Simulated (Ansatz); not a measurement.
# A defect in a wire: armchair SiC nanoribbon (N = 6, H edges), vacancy of one C

What does the defect do to the conductance?

Method: DFT PBE, plane waves, PAW; relaxation of a wire's period, in the first sound run; inputs show where later runs differ, in Ansatz 0.2.0.

## (1) Set-up

The cell holds 16 atoms: 6 Si, 6 C and 4 H. Cell: a = 17.210 Å, b = 7.000 Å, c = 5.370 Å, α = 90.0°, β = 90.0°, γ = 90.0°. Vacuum lies along a and b. The structure's axis is c.

## (2) Relaxing the period

Band widths follow the bond lengths, so the wire is relaxed first. The atoms and the third cell vector are free; the box across stays fixed as vacuum. A Fermi-Dirac smearing is set since the result may be a metal. The pressure printed is a third of the stress's trace over the whole box, vacuum included; only the stress along the axis is relaxed.

Contents of input.yaml:

```yaml
crystal:
  lattice:
    - [17.21, 0.0, 0.0]
    - [0.0, 7.0, 0.0]
    - [0.0, 0.0, 5.37]
  atoms:
    - { symbol: Si, position: [0.274826036, 0.5, 0.0] }
    - { symbol: Si, position: [0.454975422, 0.5, 0.0] }
    - { symbol: Si, position: [0.635124809, 0.5, 0.0] }
    - { symbol: C, position: [0.274826036, 0.5, 0.333333333] }
    - { symbol: C, position: [0.454975422, 0.5, 0.333333333] }
    - { symbol: C, position: [0.635124809, 0.5, 0.333333333] }
    - { symbol: H, position: [0.796655404, 0.5, 0.367783985] }
    - { symbol: H, position: [0.220982504, 0.5, 0.432960894] }
    - { symbol: Si, position: [0.364900729, 0.5, 0.5] }
    - { symbol: Si, position: [0.545050116, 0.5, 0.5] }
    - { symbol: Si, position: [0.725199502, 0.5, 0.5] }
    - { symbol: C, position: [0.364900729, 0.5, 0.833333333] }
    - { symbol: C, position: [0.545050116, 0.5, 0.833333333] }
    - { symbol: C, position: [0.725199502, 0.5, 0.833333333] }
    - { symbol: H, position: [0.203370134, 0.5, 0.867783985] }
    - { symbol: H, position: [0.779043034, 0.5, 0.932960894] }
kpoints:
  mp_grid: { grid: [1, 1, 15] }
scf:
  occupations: { method: fermi_dirac, width: 0.05 }
hamiltonian:
  xc: pbe
relax:
  cell: { fix: [a, b, alpha, beta, gamma] }
  max_steps: 60
```

Launch:

```bash
$ ansatz run input.yaml --threads 4 --pin off --max-ram 16384MiB --backend cpu --events-out ev --progress --plain --runs-dir out
```

Numbers of over 12 decimals in the logs are rounded to 6 here.

Output:

```text
Engine: ansatz 0.2.0, aarch64-unknown-linux-gnu
Pseudopotentials: kind: paw
Pseudopotential: Si, paw, valence charge 4, recommended cutoff 420 eV (normal), Si.paw.azcp
Pseudopotential: C, paw, valence charge 4, recommended cutoff 420 eV (normal), C.paw.azcp
Pseudopotential: H, paw, valence charge 1, recommended cutoff 420 eV (normal), H.paw.azcp
Functional definition: PBE
  parameter kappa = 0.804
  parameter beta = 0.066725
  exchange = pbe_x(kappa = kappa, mu = beta*pi^2/3)
  correlation = pbe_c(beta = beta)
Crystal: 16 atoms, lattice volume = 646.924 Å³
Basis set: ecut = 420 eV, 12619 PW (Γ), exchange–correlation on 240×96×72 points (8 copies of the dense FFT grid, shifted against one another)
Bands: 42, of which v1, the nominal top of the filled ones, is band 26 counted from 1 (25 counted from 0)
Symmetry: 4 space group operations
Space group: Pmc21 (ITA 26), of the structure as read, at distance tolerance 8.6e-5 Å
k-points: 8 of 15 (time reversal used)
Non-local potential: Si, projectors of the file, l = 0: 2, l = 1: 2, l = 2: 2
Non-local potential: C, projectors of the file, l = 0: 2, l = 1: 2, l = 2: 1
Non-local potential: H, projectors of the file, l = 0: 2, l = 1: 1
PAW form: soft (Blöchl's): semilocal exchange-correlation on the pseudo side does not see the compensation charge
PAW one-centre angular grid: Si, 110 points (default); XC on 64 Gauss nodes
PAW one-centre angular grid: C, 110 points (default); XC on 64 Gauss nodes
PAW one-centre angular grid: H, 110 points (default); XC on 64 Gauss nodes
Initial density: superposition of atomic densities (neutral atoms: chi_scale 0, normalization atom), corrected by the library's trained network
Initial wavefunctions: pseudopotential atomic-orbital guess
Functional: x = pbe(κ = 0.804, μ = 0.219515), c = pbe(β = 0.066725)
SCF iter   1: F=—  HF=-5379.126342 eV  |F-HF|=—  |Δ(HF+E_count)|=         —  Δρ=1.89e-3  dr2=3.52e-2  ethr=1.77e-3  ⟨swp⟩=9.5  Hψ=2138  notcnv=0  defer=12
preconditioner: auto → Resta (q_TF=auto, 1.792 Å⁻¹)  ε∞=2.1  [insulator: Δε(μ)=2.287 eV  Ē_g=10.099 eV  σ=0.050 eV  W_gap=1.00  n_scr=60 (ndim 8)  ℏωp=10.5 eV  f_vac=0.570  D(μ)=0.00/eV (n_scr^D=0)  ε∞_Penn≈2.1  vacuum switching on, ρ_ref=7.4e-3 e/Å³]
SCF iter   2: F=—  HF=-5379.136215 eV  |F-HF|=—  |Δ(HF+E_count)|=   9.87e-3  Δρ=9.86e-4  dr2=8.12e-3  ethr=6.76e-5  ⟨swp⟩=2.6  Hψ=619  notcnv=0  defer=65
SCF iter   3: F=—  HF=-5379.141910 eV  |F-HF|=—  |Δ(HF+E_count)|=   5.70e-3  Δρ=4.80e-4  dr2=2.35e-3  ethr=1.56e-5  ⟨swp⟩=2.1  Hψ=525  notcnv=0  defer=65
SCF iter   4: F=—  HF=-5379.142059 eV  |F-HF|=—  |Δ(HF+E_count)|=   1.49e-4  Δρ=1.42e-4  dr2=2.64e-4  ethr=4.52e-6  ⟨swp⟩=2.4  Hψ=515  notcnv=0  defer=65
SCF iter   5: F=—  HF=-5379.142023 eV  |F-HF|=—  |Δ(HF+E_count)|=   3.63e-5  Δρ=5.24e-5  dr2=2.00e-5  ethr=5.08e-7  ⟨swp⟩=2.1  Hψ=398  notcnv=0  defer=65
SCF iter   6: F=—  HF=-5379.142623 eV  |F-HF|=—  |Δ(HF+E_count)|=   6.00e-4  Δρ=1.72e-5  dr2=2.99e-6  ethr=3.85e-8  ⟨swp⟩=2.1  Hψ=534  notcnv=0  defer=66
SCF iter   7: F=—  HF=-5379.142625 eV  |F-HF|=—  |Δ(HF+E_count)|=   1.62e-6  Δρ=6.69e-6  dr2=3.75e-7  ethr=5.75e-9  ⟨swp⟩=2.0  Hψ=443  notcnv=0  defer=66
SCF iter   8: F=-5379.142625 eV  HF=-5379.142625 eV  |F-HF|=2.39e-8  |Δ(HF+E_count)|=   1.40e-7  Δρ=1.87e-6  dr2=1.61e-8  ethr=1.92e-10  ⟨swp⟩=5.0  Hψ=1126  notcnv=0
SCF 1 converged in 8 iterations: F = -5379.142625 eV  dr2 = 1.61e-8
  greatest PAW one-centre occupation: 0.652 electrons in one spin orbital (limit 2), on the C atom at site 13 (counted from 0), in its partial waves of l = 0
relax step   1: F+E_penalty+E_count = -5379.14262473 eV  Δ(F+E_penalty+E_count) = +0.000e0 eV  max|allowed force component| = 1.891e0 eV/Å  Δτ_max = 0.0000 Å  P = +0.106 GPa  Ω = 646.924 Å³  fix = [a, b, alpha, beta, gamma]  reactions: a +0.342, b +0.308 GPa  (8 SCF iters, dr2 threshold 1.00e-7 eV, accepted)
Crystal: 16 atoms, lattice volume = 649.321 Å³
Basis set: ecut = 420 eV, 12653 PW (Γ), exchange–correlation on 240×96×72 points (8 copies of the dense FFT grid, shifted against one another)
Initial density: handed on by an earlier stage of this run
Initial wavefunctions: those handed on with the density
iter 1 solved again at ethr=4.98e-5 eV; its pass at ethr=3.10e-3 eV (dr2=2.59e-2 eV) is discarded
SCF iter   1: F=—  HF=-5379.320847 eV  |F-HF|=—  |Δ(HF+E_count)|=         —  Δρ=2.45e-3  dr2=2.61e-2  ethr=4.98e-5  ⟨swp⟩=3.2  Hψ=1703  notcnv=0
preconditioner: auto → Resta (q_TF=auto, 1.791 Å⁻¹)  ε∞=2.1  [insulator: Δε(μ)=2.339 eV  Ē_g=10.083 eV  σ=0.050 eV  W_gap=1.00  n_scr=60 (ndim 8)  ℏωp=10.5 eV  f_vac=0.574  D(μ)=0.00/eV (n_scr^D=0)  ε∞_Penn≈2.1  vacuum switching on, ρ_ref=7.4e-3 e/Å³]
SCF iter   2: F=—  HF=-5379.315917 eV  |F-HF|=—  |Δ(HF+E_count)|=   4.93e-3  Δρ=1.12e-3  dr2=5.15e-3  ethr=4.98e-5  ⟨swp⟩=2.9  Hψ=534  notcnv=0
SCF iter   3: F=—  HF=-5379.315516 eV  |F-HF|=—  |Δ(HF+E_count)|=   4.00e-4  Δρ=3.74e-4  dr2=1.15e-3  ethr=9.90e-6  ⟨swp⟩=2.1  Hψ=462  notcnv=0
SCF iter   4: F=—  HF=-5379.315926 eV  |F-HF|=—  |Δ(HF+E_count)|=   4.10e-4  Δρ=1.02e-4  dr2=1.06e-4  ethr=2.21e-6  ⟨swp⟩=2.0  Hψ=518  notcnv=0
SCF iter   5: F=—  HF=-5379.315919 eV  |F-HF|=—  |Δ(HF+E_count)|=   6.88e-6  Δρ=2.80e-5  dr2=5.21e-6  ethr=2.04e-7  ⟨swp⟩=2.2  Hψ=473  notcnv=0
SCF iter   6: F=-5379.315921 eV  HF=-5379.315921 eV  |F-HF|=1.15e-7  |Δ(HF+E_count)|=   1.53e-6  Δρ=1.09e-5  dr2=7.64e-7  ethr=3.08e-9  ⟨swp⟩=5.0  Hψ=1112  notcnv=0
SCF 2 converged in 6 iterations: F = -5379.315921 eV  dr2 = 7.64e-7
relax step   2: F+E_penalty+E_count = -5379.31592082 eV  Δ(F+E_penalty+E_count) = -1.733e-1 eV  max|allowed force component| = 7.783e-1 eV/Å  Δτ_max = 0.0501 Å  P = +0.030 GPa  Ω = 649.321 Å³  energy of the carried Pulay correction = -9.828e-4 eV  fix = [a, b, alpha, beta, gamma]  reactions: a +0.119, b +0.300 GPa  (6 SCF iters, dr2 threshold 1.60e-6 eV, accepted)
Crystal: 16 atoms, lattice volume = 649.628 Å³
Basis set: ecut = 420 eV, 12661 PW (Γ), exchange–correlation on 240×96×72 points (8 copies of the dense FFT grid, shifted against one another)
iter 1 solved again at ethr=2.88e-5 eV; its pass at ethr=3.10e-3 eV (dr2=1.50e-2 eV) is discarded
SCF iter   1: F=—  HF=-5379.351064 eV  |F-HF|=—  |Δ(HF+E_count)|=         —  Δρ=1.68e-3  dr2=1.51e-2  ethr=2.88e-5  ⟨swp⟩=3.0  Hψ=1455  notcnv=0
preconditioner: auto → Resta (q_TF=auto, 1.791 Å⁻¹)  ε∞=2.1  [insulator: Δε(μ)=2.391 eV  Ē_g=10.110 eV  σ=0.050 eV  W_gap=1.00  n_scr=60 (ndim 8)  ℏωp=10.5 eV  f_vac=0.573  D(μ)=0.00/eV (n_scr^D=0)  ε∞_Penn≈2.1  vacuum switching on, ρ_ref=7.4e-3 e/Å³]
SCF iter   2: F=—  HF=-5379.347959 eV  |F-HF|=—  |Δ(HF+E_count)|=   3.11e-3  Δρ=6.85e-4  dr2=2.43e-3  ethr=2.88e-5  ⟨swp⟩=2.0  Hψ=467  notcnv=0
SCF iter   3: F=—  HF=-5379.347739 eV  |F-HF|=—  |Δ(HF+E_count)|=   2.20e-4  Δρ=3.44e-4  dr2=6.57e-4  ethr=4.66e-6  ⟨swp⟩=2.0  Hψ=504  notcnv=0
SCF iter   4: F=—  HF=-5379.348266 eV  |F-HF|=—  |Δ(HF+E_count)|=   5.28e-4  Δρ=8.89e-5  dr2=4.63e-5  ethr=1.26e-6  ⟨swp⟩=2.1  Hψ=479  notcnv=0
SCF iter   5: F=—  HF=-5379.348270 eV  |F-HF|=—  |Δ(HF+E_count)|=   3.90e-6  Δρ=2.31e-5  dr2=4.29e-6  ethr=8.91e-8  ⟨swp⟩=2.5  Hψ=543  notcnv=0
SCF iter   6: F=-5379.348270 eV  HF=-5379.348270 eV  |F-HF|=1.26e-7  |Δ(HF+E_count)|=   1.08e-7  Δρ=7.66e-6  dr2=3.16e-7  ethr=3.08e-9  ⟨swp⟩=5.0  Hψ=1106  notcnv=0
SCF 3 converged in 6 iterations: F = -5379.348270 eV  dr2 = 3.16e-7
  greatest PAW one-centre occupation: 0.654 electrons in one spin orbital (limit 2), on the C atom at site 13 (counted from 0), in its partial waves of l = 0
relax step   3: F+E_penalty+E_count = -5379.34827038 eV  Δ(F+E_penalty+E_count) = -3.235e-2 eV  max|allowed force component| = 6.489e-2 eV/Å  Δτ_max = 0.0268 Å  P = +0.129 GPa  Ω = 649.628 Å³  energy of the carried Pulay correction = -1.109e-3 eV  fix = [a, b, alpha, beta, gamma]  reactions: a +0.034, b +0.296 GPa  (6 SCF iters, dr2 threshold 1.60e-6 eV, accepted)
[...]
relax step   4: F+E_penalty+E_count = -5379.34870735 eV  Δ(F+E_penalty+E_count) = -4.370e-4 eV  max|allowed force component| = 6.264e-3 eV/Å  Δτ_max = 0.0038 Å  P = +0.100 GPa  Ω = 649.716 Å³  energy of the carried Pulay correction = -1.145e-3 eV  fix = [a, b, alpha, beta, gamma]  reactions: a +0.005, b +0.296 GPa  (5 SCF iters, dr2 threshold 2.63e-7 eV, accepted)
Basis set: ecut = 420 eV, 12669 PW (Γ), exchange–correlation on 240×96×80 points (8 copies of the dense FFT grid, shifted against one another)
Initial wavefunctions: pseudopotential atomic-orbital guess (no wavefunctions were taken with the density)
iter 1 solved again at ethr=1.51e-6 eV; its pass at ethr=3.10e-3 eV (dr2=7.84e-4 eV) is discarded
SCF iter   1: F=—  HF=-5379.349213 eV  |F-HF|=—  |Δ(HF+E_count)|=         —  Δρ=2.39e-5  dr2=2.57e-7  ethr=1.51e-6  ⟨swp⟩=3.9  Hψ=2977  notcnv=0
eigensolver tolerance schedule: the retry pair's looser diagonalisation over-reported the residual by 3051.12 of it (diagonalisation noise at an unbounded share of the residual, at the tolerance the schedule requests for it); recorded, not acted on — ethr = c·dr2/N_el stays at c = 1.0e-1
preconditioner: auto → Resta (q_TF=auto, 1.791 Å⁻¹)  ε∞=2.1  [insulator: Δε(μ)=2.380 eV  Ē_g=10.105 eV  σ=0.050 eV  W_gap=1.00  n_scr=60 (ndim 8)  ℏωp=10.5 eV  f_vac=0.573  D(μ)=0.00/eV (n_scr^D=0)  ε∞_Penn≈2.1  vacuum switching on, ρ_ref=7.4e-3 e/Å³]
SCF iter   2: F=—  HF=-5379.349610 eV  |F-HF|=—  |Δ(HF+E_count)|=   3.97e-4  Δρ=1.21e-5  dr2=6.99e-8  ethr=4.94e-10  ⟨swp⟩=3.4  Hψ=769  notcnv=0
SCF iter   3: F=—  HF=-5379.349732 eV  |F-HF|=—  |Δ(HF+E_count)|=   1.23e-4  Δρ=5.46e-6  dr2=1.38e-8  ethr=1.34e-10  ⟨swp⟩=2.0  Hψ=544  notcnv=0
SCF iter   4: F=—  HF=-5379.349777 eV  |F-HF|=—  |Δ(HF+E_count)|=   4.41e-5  Δρ=6.08e-7  dr2=2.95e-9  ethr=2.65e-11  ⟨swp⟩=3.1  Hψ=630  notcnv=0
SCF iter   5: F=—  HF=-5379.349777 eV  |F-HF|=—  |Δ(HF+E_count)|=   5.65e-7  Δρ=1.76e-7  dr2=3.56e-10  ethr=5.67e-12  ⟨swp⟩=2.0  Hψ=544  notcnv=0
SCF iter   6: F=-5379.349777 eV  HF=-5379.349777 eV  |F-HF|=4.45e-9  |Δ(HF+E_count)|=   3.66e-9  Δρ=7.61e-8  dr2=4.99e-11  ethr=1.00e-12  ⟨swp⟩=5.0  Hψ=1111  notcnv=0
SCF 5 converged in 6 iterations: F = -5379.349777 eV  dr2 = 4.99e-11
relax step   5: F+E_penalty+E_count = -5379.34977710 eV  Δ(F+E_penalty+E_count) = -1.070e-3 eV  max|allowed force component| = 6.420e-3 eV/Å  Δτ_max = 0.0000 Å  P = +0.101 GPa  Ω = 649.716 Å³  fix = [a, b, alpha, beta, gamma]  reactions: a +0.004, b +0.297 GPa  stress off target by 1.59e-3 GPa on what of the cell is left free  SCF on the basis re-selected at this cell (its energy is not comparable with the rows above)  (6 SCF iters)
basis re-selected at this cell: Δ(F+E_penalty+E_count) = -1.070e-3 eV, ΔP = +0.001 GPa vs the last step (what re-selecting the basis moved, of the pressure what is left beyond the Pulay correction that the steps carried, after the strain that the cell walked since its last selection, with what the two solves' SCF thresholds leave and, on support functions, any second-order correction that the steps lacked; it is no measure of the basis error at this ecutwfc). The dense FFT grid was sized anew with the basis: this SCF ran on 120×48×40 points, the steps before it on 120×48×36, so part of this shift can come from that change (see relax.cell in the input reference). [rest of the remark cut]
SCF converged after 6 iterations
Free energy (F): -5379.349777 eV
Harris-Foulkes:  -5379.349777 eV  (|F-HF|=4.45e-9)
Internal energy: -5379.349777 eV  (E = F + TS)
E sigma→0 (E₀):  -5379.349777 eV
Fermi energy:    -0.831508 eV
--- Per-component energies (eV) ---
  E_band       = -394.475357
  E_kinetic    = 840.178398
  E_local      = -6535.011360  (includes V_loc(G=0)·N_el)
  E_nonlocal   = 323.581445
  E_hartree    = 2858.060628
  E_xc         = -654.300738
  E_vxc        = -681.728836  (∫ρ·V_xc dr)
  E_paw        = -3674.554599  (= ΣΔE_a)
  E_vpaw       = -57.611321  (= ΣTr[D̂ρ^β])
  E_aug_tail   = -0.005065  (compensation charges beyond the density's cutoff)
  E_ewald      = 1462.701513
  E_smearing   = -0.000000  (= −TS)
  E_closure    = -0.000000  (closes the sum)
  Σ components = -5379.349777   (vs F -5379.349777, Δ=0.00e0)
--- Forces (eV/Å), atoms counted from 1 ---
  atom   1  Si     0.00072573     0.00000000     0.00093680
  atom   2  Si     0.00567937    -0.00000000    -0.00134440
  atom   3  Si     0.00078932    -0.00000000    -0.00549796
  atom   4  C      0.00327763    -0.00000000     0.00622457
  atom   5  C      0.00102804     0.00000000    -0.00030071
  atom   6  C      0.00011240     0.00000000     0.00638380
  atom   7  H      0.00225420    -0.00000000     0.00001945
  atom   8  H     -0.00310870    -0.00000000    -0.00641946
  atom   9  Si    -0.00078932    -0.00000000    -0.00549796
  atom  10  Si    -0.00567937     0.00000000    -0.00134440
  atom  11  Si    -0.00072573     0.00000000     0.00093680
  atom  12  C     -0.00011240     0.00000000     0.00638380
  atom  13  C     -0.00102804    -0.00000000    -0.00030071
  atom  14  C     -0.00327763     0.00000000     0.00622457
  atom  15  H     -0.00225420    -0.00000000     0.00001945
  atom  16  H      0.00310870     0.00000000    -0.00641946
  max |Σ_I F_I| component: 4.16e-6 eV/Å
--- Stress (GPa, compression-positive) ---
        0.003934      -0.000000      -0.000000
       -0.000000       0.297372       0.000000
       -0.000000       0.000000       0.001587
  P = ⅓ Tr σ = 0.1010 GPa (1.010 kbar)
--- Relaxed structure (4 steps of the walk, 4 accepted, 1 SCFs on fresh bases) ---
  F+E_penalty+E_count = -5379.34977710 eV   max|allowed force component| = 6.420e-3 eV/Å   (the final SCF, on the basis selected at the relaxed cell)
  cell:  # Å, volume = 649.7163 Å³
    - [17.21, 0.0, 0.0]
    - [0.0, 7.0, 0.0]
    - [0.0, 0.0, 5.393180]
  atoms:
    - { symbol: Si, position: [0.278579, 0.500000, 0.00778389] }
    - { symbol: Si, position: [0.455742, 0.500000, 0.000583018] }
    - { symbol: Si, position: [0.635547, 0.500000, -6.157728206162542e-5] }
    - { symbol: C, position: [0.275916, 0.500000, 0.331158] }
    - { symbol: C, position: [0.454493, 0.500000, 0.332752] }
    - { symbol: C, position: [0.634086, 0.500000, 0.332547] }
    - { symbol: H, position: [0.796520, 0.500000, 0.369552] }
    - { symbol: H, position: [0.220014, 0.500000, 0.426431] }
    - { symbol: Si, position: [0.364479, 0.500000, 0.499938] }
    - { symbol: Si, position: [0.544284, 0.500000, 0.500583] }
    - { symbol: Si, position: [0.721446, 0.500000, 0.507784] }
    - { symbol: C, position: [0.365940, 0.500000, 0.832547] }
    - { symbol: C, position: [0.545533, 0.500000, 0.832752] }
    - { symbol: C, position: [0.724109, 0.500000, 0.831158] }
    - { symbol: H, position: [0.203506, 0.500000, 0.869552] }
    - { symbol: H, position: [0.780011, 0.500000, 0.926431] }
```

Wall time 20 s (4 threads of Arm Neoverse V2, shared host); peak memory 0.97 GiB.

Step by step:

```tsv
step	energy less that of the first step (eV)	largest force component (eV/Å)	pressure (GPa)	volume (Å³)
1	0.0000	1.8909	0.11	646.92
2	-0.1733	0.7783	0.03	649.32
3	-0.2056	0.0649	0.13	649.63
4	-0.2061	0.0063	0.10	649.72
5*	-0.2072	0.0064	0.10	649.72
```

Relaxation steps marked * repeat the geometry before them on a plane-wave basis chosen anew for their cell, so energy and pressure can jump there.

The run keeps the 4 symmetry operations that it works with, so distortions that break them were not tested.

```tsv
cell as run	before	after	change
c (Å)	5.370	5.393	+0.4 %
```

The atoms that moved most (Å, along periodic axes as changes of fractional coordinates times the final cell, across vacuum about the mean position):

```tsv
atom	dx	dy	dz	length
Si11	-0.065	0.000	0.042	0.077
Si1	0.065	0.000	0.042	0.077
H16	0.017	0.000	-0.035	0.039
H8	-0.017	0.000	-0.035	0.039
C4	0.019	0.000	-0.012	0.022
C14	-0.019	0.000	-0.012	0.022
C6	-0.018	0.000	-0.004	0.018
C12	0.018	0.000	-0.004	0.018
```

This step gave:

- cell length along the wire: 5.393 Å

The cell's length comes to 5.393 Å with spin left out.

(Continued in part 2 of 4.)

[Logs are printed without paths, hosts, clocks, repeated set-up lines and the standing remarks that a program may print on its own settings, such as how far it seeks lower states.]

[Hosts, paths, dates, database ids (printed as entryN), source tags and the programs' standing remarks are cut or masked in the printed files.]
